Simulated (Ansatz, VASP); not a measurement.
**GaN in two plane-wave programs**

Aim: how closely do two programs agree when they are given the same cell, functional and k mesh? The cell is taken from a series of runs on this material, whose earlier steps may have relaxed, scaled, displaced or heated it; both programs get it as it stands.

Main program and level: Ansatz 0.2.0; plane waves, with VASP 6.6.1 beside it; zone-centre phonons at LDA.

## Step 1: The structure

The structure is trigonal, space group R3m (No. 160). The conventional cell has a = 3.276 Å, b = 3.276 Å, c = 7.587 Å, α = 90.00°, β = 90.00°, γ = 120.00°. Nearest to N lie 4 Ga at 1.93 to 1.98 Å. Nearest to Ga lie 4 N at 1.93 to 1.98 Å. Farther neighbours and most contacts between anions are not listed.

As a file:

```cif
data_structure
_symmetry_space_group_name_H-M 'P 1'
_symmetry_Int_Tables_number 1
_cell_length_a 3.1581
_cell_length_b 3.1581
_cell_length_c 3.1581
_cell_angle_alpha 62.493
_cell_angle_beta 62.493
_cell_angle_gamma 62.493
_cell_volume 23.51
loop_
_atom_site_label
_atom_site_type_symbol
_atom_site_fract_x
_atom_site_fract_y
_atom_site_fract_z
_atom_site_occupancy
N1 N 0.25250 0.25250 0.25250 1
Ga2 Ga 0.99750 0.99750 0.99750 1
```

## Step 2: VASP: zone-centre phonons, LDA, pair 1

Second derivatives magnify differences that forces hide, and they need a tight electronic threshold.

Lines of VASP's logs that name or quote its potential files are left out, and so is its time.

Input file INCAR:

```
SYSTEM = GaN
PREC = Accurate
ENCUT = 600
EDIFF = 1E-08
NELM = 120
ISMEAR = 0
SIGMA = 0.01
LREAL = .FALSE.
ALGO = Normal
GGA = PW92
NBANDS = 15
LORBIT = 11
LWAVE = .FALSE.
LCHARG = .FALSE.
ISIF = 2
IBRION = 8
LEPSILON = .TRUE.
LASPH = .TRUE.
GGA_COMPAT = .FALSE.
EFERMI = MIDGAP
KPAR = 2
```

Input file POSCAR:

```
GaN
1.0
   -0.0844094807      2.2322971307      2.2322971307
    2.2322971307     -0.0844094807      2.2322971307
    2.2322971307      2.2322971307     -0.0844094807
N Ga
1 1
Direct
    0.2524968456      0.2524968456      0.2524968456
    0.9975031544      0.9975031544      0.9975031544
```

Input file KPOINTS:

```
Automatic mesh
0
Gamma
12 12 12
0 0 0
```

The projector-augmented-wave data sets are N and Ga_d (LDA family, release 64).

Launch:

```bash
$ mpirun -np 2 vasp_std
```

Numbers of over 12 decimals in the logs are rounded to 6 here.

What it wrote:

```text
[banner, memory and clock lines left out]
running    2 mpi-ranks, on    1 nodes
 distrk:  each k-point on    1 cores,    2 groups
 distr:  one band on    1 cores,    1 groups

 POSCAR found type information on POSCAR N Ga
 POSCAR found :  2 types and       2 ions
|                                                                             |
|               ----> ADVICE to this user running VASP <----                  |
|                                                                             |
|     You enforced a specific xc type in the INCAR file but a different       |
|     [... a line on the potential file left out ...]
|     I HOPE YOU KNOW WHAT YOU ARE DOING!                                     |
|                                                                             |

 LDA part: xc-table for (Slater(with rela. corr.)+PW92), standard interpolation
 POSCAR, INCAR and KPOINTS ok, starting setup
 FFT: planning ... GRIDC
 FFT: planning ... GRID_SOFT
 FFT: planning ... GRID
 WAVECAR not read
 entering main loop
       N       E                     dE             d eps       ncg     rms          rms(c)
DAV:   1     0.904583699164E+02    0.90458E+02   -0.10211E+04  6139   0.231E+03
DAV:   2    -0.886774041998E+01   -0.99326E+02   -0.92275E+02  6426   0.364E+02
DAV:   3    -0.157572535222E+02   -0.68895E+01   -0.68542E+01  6482   0.792E+01
DAV:   4    -0.158420446086E+02   -0.84791E-01   -0.84760E-01  6979   0.937E+00
DAV:   5    -0.158431760063E+02   -0.11314E-02   -0.11314E-02  6829   0.102E+00    0.740E+00
DAV:   6    -0.139260346466E+02    0.19171E+01   -0.52942E+00  8498   0.423E+01    0.268E+00
DAV:   7    -0.138925636389E+02    0.33471E-01   -0.25448E-01  6545   0.680E+00    0.166E+00
DAV:   8    -0.138686283919E+02    0.23935E-01   -0.86547E-02  6559   0.296E+00    0.775E-01
DAV:   9    -0.138646088119E+02    0.40196E-02   -0.11454E-02  7383   0.212E+00    0.267E-01
DAV:  10    -0.138648210666E+02   -0.21225E-03   -0.12677E-03  6777   0.436E-01    0.138E-01
DAV:  11    -0.138647236939E+02    0.97373E-04   -0.29695E-04  8713   0.344E-01    0.337E-02
DAV:  12    -0.138647249940E+02   -0.13001E-05   -0.18211E-05  6202   0.407E-02    0.217E-03
DAV:  13    -0.138647251246E+02   -0.13066E-06   -0.52719E-07  7554   0.679E-03    0.832E-03
DAV:  14    -0.138647250793E+02    0.45310E-07   -0.10551E-07  6554   0.357E-03    0.631E-04
DAV:  15    -0.138647250795E+02   -0.15416E-09   -0.24412E-09  3941   0.489E-04
   1 F= -.13864725E+02 E0= -.13864725E+02  d E =0.000000E+00
 Linear response reoptimize wavefunctions to high precision
DAV:   1    -0.138647250793E+02    0.19509E-09   -0.71505E-10  4340   0.292E-04
DAV:   2    -0.138647250793E+02    0.00000E+00   -0.17759E-10  3430   0.143E-04
 Linear response G [H, r] |phi>, progress :
  Direction:   1
       N       E                     dE             d eps       ncg     rms
 LRF_COMMUTATOR internal error: the vector H(1)-e(1) S(1) |phi(0)> is not orthog
 onal to |phi(0)> (1.033516158124304E-004,-1.355859868823472E-014)
 LRF_COMMUTATOR internal error: the vector H(1)-e(1) S(1) |phi(0)> is not orthog
 onal to |phi(0)> (1.106002084092506E-004,-4.912736883966318E-015)
 LRF_COMMUTATOR internal error: the vector H(1)-e(1) S(1) |phi(0)> is not orthog
 onal to |phi(0)> (1.121150013572159E-004,2.026157019940911E-015)
 LRF_COMMUTATOR internal error: the vector H(1)-e(1) S(1) |phi(0)> is not orthog
 onal to |phi(0)> (-1.147737845148544E-004,-1.254552017826427E-014)
 LRF_COMMUTATOR internal error: the vector H(1)-e(1) S(1) |phi(0)> is not orthog
 onal to |phi(0)> (1.159328976486629E-004,3.218258992632173E-014)
 LRF_COMMUTATOR internal error: the vector H(1)-e(1) S(1) |phi(0)> is not orthog
 onal to |phi(0)> (1.037908858461112E-004,1.835337437583462E-014)
 LRF_COMMUTATOR internal error: the vector H(1)-e(1) S(1) |phi(0)> is not orthog
 onal to |phi(0)> (1.195565669263252E-004,4.916206330918271E-015)
 LRF_COMMUTATOR internal error: the vector H(1)-e(1) S(1) |phi(0)> is not orthog
 onal to |phi(0)> (1.201127491543552E-004,-7.332676132953964E-015)
 LRF_COMMUTATOR internal error: the vector H(1)-e(1) S(1) |phi(0)> is not orthog
 onal to |phi(0)> (1.131413288309180E-004,1.997707554934891E-014)
 LRF_COMMUTATOR internal error: the vector H(1)-e(1) S(1) |phi(0)> is not orthog
 onal to |phi(0)> (1.177209445511326E-004,1.178744601926240E-014)
 LRF_COMMUTATOR internal error: the vector H(1)-e(1) S(1) |phi(0)> is not orthog
 onal to |phi(0)> (1.109404316591012E-004,-1.332267629550188E-015)
 LRF_COMMUTATOR internal error: the vector H(1)-e(1) S(1) |phi(0)> is not orthog
 onal to |phi(0)> (1.133768349390746E-004,-1.193489751472043E-014)
 LRF_COMMUTATOR internal error: the vector H(1)-e(1) S(1) |phi(0)> is not orthog
 onal to |phi(0)> (-1.024376567780039E-004,1.063038546078587E-014)
 LRF_COMMUTATOR internal error: the vector H(1)-e(1) S(1) |phi(0)> is not orthog
[...]
RMM:  16    -0.425407500510E+02    0.19519E-07    0.63903E-06  5358   0.471E-04
RMM:  17    -0.425407500477E+02    0.33402E-08    0.89497E-06  5181   0.473E-04
 Linear response to external field (no local field effect), progress :
  Direction:   1
       N       E                     dE             d eps       ncg     rms          rms(c)
RMM:   1    -0.531199313477E-01   -0.53120E-01    0.19464E+00  6132   0.781E+00
[...]
RMM:   3    -0.347842457772E+00    0.58543E-02   -0.54923E-03 29110   0.593E-01    0.523E-01
RMM:   4    -0.357367565377E+00   -0.95251E-02   -0.50486E-03 29269   0.600E-01    0.350E-02
RMM:   5    -0.357714504536E+00   -0.34694E-03   -0.29805E-04 30056   0.144E-01    0.284E-02
RMM:   6    -0.357884094854E+00   -0.16959E-03   -0.26711E-05 29096   0.338E-02    0.597E-03
RMM:   7    -0.358048474130E+00   -0.16438E-03   -0.52449E-06 29870   0.109E-02    0.120E-03
RMM:   8    -0.358057398234E+00   -0.89241E-05   -0.20653E-06 30788   0.324E-03    0.243E-04
RMM:   9    -0.358059446140E+00   -0.20479E-05   -0.62136E-07 30093   0.932E-04    0.107E-04
RMM:  10    -0.358059677374E+00   -0.23123E-06   -0.27907E-07 29381   0.314E-04    0.151E-05
RMM:  11    -0.358059259600E+00    0.41777E-06   -0.71360E-08 17005   0.112E-04    0.502E-06
 change of polarisation eV/A/(eV/A) component  1 :     0.679     0.086    -0.119
 dielectric tensor                  component  1 :     6.229     0.663    -0.916
 Linear response to external field, progress :
  Direction:   2
       N       E                     dE             d eps       ncg     rms          rms(c)
RMM:   1    -0.570648073383E-01   -0.57065E-01    0.17255E+00 15434   0.741E+00
RMM:   2    -0.353689426809E+00   -0.29662E+00   -0.32738E-02 29614   0.149E+00    0.924E-01
RMM:   3    -0.347841431122E+00    0.58480E-02   -0.54699E-03 29120   0.593E-01    0.523E-01
RMM:   4    -0.357362746704E+00   -0.95213E-02   -0.49592E-03 29263   0.600E-01    0.350E-02
RMM:   5    -0.357711479801E+00   -0.34873E-03   -0.26177E-04 30050   0.144E-01    0.284E-02
RMM:   6    -0.357883025728E+00   -0.17155E-03   -0.12648E-05 29095   0.338E-02    0.599E-03
RMM:   7    -0.358048583005E+00   -0.16556E-03   -0.16575E-06 29866   0.109E-02    0.120E-03
RMM:   8    -0.358057652281E+00   -0.90693E-05   -0.38887E-07 30773   0.325E-03    0.242E-04
RMM:   9    -0.358059812454E+00   -0.21602E-05   -0.54690E-09 30094   0.933E-04    0.106E-04
RMM:  10    -0.358060074494E+00   -0.26204E-06    0.42576E-08 29388   0.315E-04    0.151E-05
RMM:  11    -0.358059685178E+00    0.38932E-06   -0.49450E-08 16960   0.113E-04    0.501E-06
 change of polarisation eV/A/(eV/A) component  2 :     0.055     0.679    -0.088
 dielectric tensor                  component  2 :     0.422     6.229    -0.675
 Linear response to external field, progress :
  Direction:   3
       N       E                     dE             d eps       ncg     rms          rms(c)
RMM:   1    -0.578732742064E-01   -0.57873E-01    0.17174E+00 15433   0.741E+00
RMM:   2    -0.353690254990E+00   -0.29582E+00   -0.32758E-02 29606   0.149E+00    0.924E-01
RMM:   3    -0.347841517004E+00    0.58487E-02   -0.54810E-03 29121   0.593E-01    0.523E-01
RMM:   4    -0.357366690627E+00   -0.95252E-02   -0.50445E-03 29260   0.600E-01    0.350E-02
RMM:   5    -0.357716191330E+00   -0.34950E-03   -0.30745E-04 30070   0.144E-01    0.284E-02
RMM:   6    -0.357883708773E+00   -0.16752E-03   -0.30452E-05 29093   0.338E-02    0.596E-03
RMM:   7    -0.358049073628E+00   -0.16536E-03   -0.74090E-06 29861   0.109E-02    0.120E-03
RMM:   8    -0.358057850226E+00   -0.87766E-05   -0.21736E-06 30771   0.325E-03    0.242E-04
RMM:   9    -0.358059889307E+00   -0.20391E-05   -0.83346E-07 30080   0.932E-04    0.107E-04
RMM:  10    -0.358060122015E+00   -0.23271E-06   -0.36862E-07 29394   0.315E-04    0.151E-05
RMM:  11    -0.358059686796E+00    0.43522E-06   -0.52690E-08 16963   0.113E-04    0.500E-06
 change of polarisation eV/A/(eV/A) component  3 :     0.086    -0.119     0.679
 dielectric tensor                  component  3 :     0.662    -0.915     6.229
 Linear response DOF=           2
 Linear response progress:
  Degree of freedom:   1/  2
       N       E                     dE             d eps       ncg     rms          rms(c)
RMM:   1    -0.233361910559E+00   -0.23336E+00    0.10115E-01 33310   0.382E+00
RMM:   2    -0.225929645987E+00    0.74323E-02   -0.73124E-03 24749   0.990E-01    0.136E-01
RMM:   3    -0.227006837458E+00   -0.10772E-02   -0.14336E-03 27445   0.316E-01    0.674E-02
RMM:   4    -0.228120920416E+00   -0.11141E-02   -0.31729E-04 27260   0.125E-01    0.171E-02
RMM:   5    -0.228179746570E+00   -0.58826E-04   -0.11210E-05 28126   0.289E-02    0.410E-03
RMM:   6    -0.228136324304E+00    0.43422E-04   -0.96232E-07 27523   0.830E-03    0.126E-03
RMM:   7    -0.228133098119E+00    0.32262E-05   -0.28536E-08 28635   0.195E-03    0.475E-04
RMM:   8    -0.228130058208E+00    0.30399E-05    0.77980E-09 28386   0.598E-04    0.443E-05
RMM:   9    -0.228129619747E+00    0.43846E-06    0.12501E-08 28755   0.182E-04    0.224E-05
RMM:  10    -0.228129612544E+00    0.72038E-08    0.11227E-08 28593   0.758E-05    0.554E-06
 first order change of Fermi-energy   0.59503E+00
 force on displaced ion       1 direction 1 : -10.993  -0.756  -0.756
 Born effective charge ion    1 direction 1 :  -2.663   0.038   0.038
 Linear response progress:
  Degree of freedom:   2/  2
       N       E                     dE             d eps       ncg     rms          rms(c)
RMM:   1    -0.163166332672E+00   -0.16317E+00    0.23300E-01 18317   0.896E+00
RMM:   2    -0.161214577838E+00    0.19518E-02   -0.31829E-02 28121   0.162E+00    0.544E-02
RMM:   3    -0.161353448580E+00   -0.13887E-03   -0.22498E-03 28510   0.384E-01    0.327E-02
RMM:   4    -0.161003842046E+00    0.34961E-03   -0.14236E-04 29858   0.108E-01    0.668E-03
RMM:   5    -0.160938386038E+00    0.65456E-04   -0.18671E-05 30518   0.334E-02    0.202E-03
RMM:   6    -0.160939425156E+00   -0.10391E-05   -0.54610E-06 30703   0.106E-02    0.590E-04
RMM:   7    -0.160937790744E+00    0.16344E-05   -0.21611E-06 31053   0.382E-03    0.239E-04
RMM:   8    -0.160937829812E+00   -0.39068E-07   -0.90469E-07 30550   0.140E-03    0.390E-05
RMM:   9    -0.160937965934E+00   -0.13612E-06   -0.62138E-07 30707   0.570E-04    0.164E-05
RMM:  10    -0.160937841982E+00    0.12395E-06   -0.28552E-10 30977   0.223E-04    0.293E-06
RMM:  11    -0.160937855915E+00   -0.13933E-07   -0.34996E-07 30497   0.949E-05    0.124E-06
RMM:  12    -0.160937827096E+00    0.28819E-07   -0.78336E-08 30120   0.533E-05    0.535E-07
RMM:  13    -0.160937820004E+00    0.70923E-08   -0.38762E-08 29769   0.350E-05    0.284E-07
 first order change of Fermi-energy  -0.59410E+00
 force on displaced ion       2 direction 1 : -10.996  -0.762  -0.762
 Born effective charge ion    2 direction 1 :   2.660  -0.038  -0.038
 Born effective charges drift removed
 Linear response finished
```

Parts of OUTCAR (step 2):

```text
ion  position               nearest neighbor table
   1  0.252  0.252  0.252-   2 1.93   2 1.98   2 1.98   2 1.98
   2  0.998  0.998  0.998-   1 1.93   1 1.98   1 1.98   1 1.98

  LATTYP: Found a trigonal (rhomboedric) cell.
 ALAT       =     3.1580731340
 COS(alpha) =     0.4618569821

 Subroutine GETGRP returns: Found  6 space group operations
 (whereof  6 operations were pure point group operations)

The static configuration has the point symmetry C_3v.

 Found    189 irreducible k-points:

   k-points           NKPTS =    189   k-points in BZ     NKDIM =    189   number of bands    NBANDS=     15

   dimension x,y,z NGX =    28 NGY =   28 NGZ =   28
   dimension x,y,z NGXF=    56 NGYF=   56 NGZF=   56

   ENCUT  =  600.0 eV  44.10 Ry    6.64 a.u.   6.31  6.31  6.31*2*pi/ulx,y,z

   NELECT =      18.0000    total number of electrons

 k-points in reciprocal lattice and weights: Automatic mesh
   0.00000000  0.00000000  0.00000000       0.001
   0.08333333  0.00000000  0.00000000       0.003
   0.16666667  0.00000000  0.00000000       0.003
   0.25000000 -0.00000000  0.00000000       0.003
   0.33333333  0.00000000  0.00000000       0.003
   0.41666667  0.00000000  0.00000000       0.003
   0.50000000 -0.00000000  0.00000000       0.002
   0.08333333  0.08333333  0.00000000       0.003
   0.16666667  0.08333333  0.00000000       0.007
[...]
-0.41666667  0.50000000  0.41666667       0.003
   0.50000000  0.50000000  0.50000000       0.001

 average (electrostatic) potential at core
       1 -62.2849       2 -65.0695

  Total       -1.4824420     -1.4824420     -1.4824420      0.7937827      0.7937827      0.7937827
  in kB     -101.0307973   -101.0307973   -101.0307973     54.0975623     54.0975623     54.0975623
  external PRESSURE =    -101.0307973 kB  Pullay stress =       0.0000000 kB

  energy-cutoff  :      600.00
  volume of cell :       23.51
      direct lattice vectors                 reciprocal lattice vectors
    -0.084409481  2.232297131  2.232297131    -0.211664532  0.219982702  0.219982702
     2.232297131 -0.084409481  2.232297131     0.219982702 -0.211664532  0.219982702
     2.232297131  2.232297131 -0.084409481     0.219982702  0.219982702 -0.211664532

 POSITION                                       TOTAL-FORCE (eV/Angst)
 -----------------------------------------------------------------------------------
      1.10598      1.10598      1.10598         0.007722      0.007722      0.007722
      4.36925      4.36925      4.36925        -0.007722     -0.007722     -0.007722
 -----------------------------------------------------------------------------------
    total drift:                               -0.000036     -0.000036     -0.000036

 MACROSCOPIC STATIC DIELECTRIC TENSOR (including local field effects in DFT)
 ------------------------------------------------------
           6.228907    -0.126500    -0.126500
          -0.126500     6.228907    -0.126500
          -0.126500    -0.126500     6.228907
 ------------------------------------------------------

 PIEZOELECTRIC TENSOR (including local field effects)  for field in x, y, z        (C/m^2)
          XX          YY          ZZ          XY          YZ          ZX
  --------------------------------------------------------------------------------
  x    -0.07383     0.05046     0.05046     0.01574    -1.03135     0.01575
  y     0.05046    -0.07383     0.05046     0.01575     0.01574    -1.03135
  z     0.05046     0.05046    -0.07383    -1.03135     0.01575     0.01574

 BORN EFFECTIVE CHARGES (including local field effects) (in |e|, cummulative output)
 ---------------------------------------------------------------------------------
 ion    1
    1    -2.66134     0.03838     0.03838
    2     0.03838    -2.66134     0.03838
    3     0.03838     0.03838    -2.66134
 ion    2
    1     2.66134    -0.03838    -0.03838
    2    -0.03838     2.66134    -0.03838
    3    -0.03838    -0.03838     2.66134

 Eigenvectors and eigenvalues of the dynamical matrix
 ----------------------------------------------------

   1 f  =   16.191892 THz   101.736659 2PiTHz  540.103388 cm-1    66.964255 meV
             X         Y         Z           dx          dy          dz
      1.105983  1.105983  1.105983     0.526814    0.526814    0.526814
      4.369248  4.369248  4.369248    -0.236220   -0.236220   -0.236220

   2 f  =   14.648560 THz    92.039616 2PiTHz  488.623361 cm-1    60.581548 meV
             X         Y         Z           dx          dy          dz
      1.105983  1.105983  1.105983     0.615614    0.055752   -0.671366
      4.369248  4.369248  4.369248    -0.275818   -0.024979    0.300797

   3 f  =   14.648560 THz    92.039616 2PiTHz  488.623361 cm-1    60.581548 meV
             X         Y         Z           dx          dy          dz
      1.105983  1.105983  1.105983    -0.419802    0.743039   -0.323237
      4.369248  4.369248  4.369248     0.188087   -0.332909    0.144822

   4 f/i=    0.000977 THz     0.006137 2PiTHz    0.032580 cm-1     0.004039 meV
             X         Y         Z           dx          dy          dz
      1.105983  1.105983  1.105983    -0.086185   -0.236225    0.322410
      4.369248  4.369248  4.369248    -0.192360   -0.527245    0.719605

   5 f/i=    0.000977 THz     0.006137 2PiTHz    0.032580 cm-1     0.004039 meV
             X         Y         Z           dx          dy          dz
      1.105983  1.105983  1.105983    -0.322528    0.235902    0.086626
      4.369248  4.369248  4.369248    -0.719869    0.526524    0.193346

   6 f/i=    0.003723 THz     0.023393 2PiTHz    0.124192 cm-1     0.015398 meV
             X         Y         Z           dx          dy          dz
      1.105983  1.105983  1.105983    -0.236220   -0.236220   -0.236220
      4.369248  4.369248  4.369248    -0.526814   -0.526814   -0.526814

 MACROSCOPIC STATIC DIELECTRIC TENSOR IONIC CONTRIBUTION
 ------------------------------------------------------
           5.023604    -0.457236    -0.457236
          -0.457236     5.023604    -0.457236
          -0.457236    -0.457236     5.023604
 ------------------------------------------------------

 ELASTIC MODULI CONTR FROM IONIC RELAXATION (kBar)
 Direction    XX          YY          ZZ          XY          YZ          ZX
 --------------------------------------------------------------------------------
 XX         -25.7424    -25.7177    -25.7177    -54.8762    -56.7307    -54.9596
 YY         -25.7177    -25.7424    -25.7177    -54.9596    -54.8762    -56.7307
 ZZ         -25.7177    -25.7177    -25.7424    -56.7307    -54.9596    -54.8762
 XY         -54.8762    -54.9596    -56.7307   -208.8034    -75.3418    -75.3418
 YZ         -56.7307    -54.8762    -54.9596    -75.3418   -208.8034    -75.3418
 ZX         -54.9596    -56.7307    -54.8762    -75.3418    -75.3418   -208.8034
 --------------------------------------------------------------------------------

 PIEZOELECTRIC TENSOR IONIC CONTR  for field in x, y, z        (C/m^2)
          XX          YY          ZZ          XY          YZ          ZX
  --------------------------------------------------------------------------------
  x     0.18393     0.17299     0.17299     0.09468     0.91730     0.13166
  y     0.17299     0.18393     0.17299     0.13166     0.09468     0.91730
  z     0.17299     0.17299     0.18393     0.91730     0.13166     0.09468
```

Energies printed during the response cycles are not total energies of the cell. The dielectric response converges more slowly with the mesh than energies do, so tensor and charges may still move on a finer one.

[end of part 1 of 2]

[Lines on the potential files, build, host, timing and source positions are cut from VASP's logs without a mark.]

[Logs are printed without paths, hosts, clocks, repeated set-up lines and the standing remarks that a program may print on its own settings, such as how far it seeks lower states.]

[Hosts, paths, dates, database ids (printed as entryN), source tags and the programs' standing remarks are cut or masked in the printed files.]
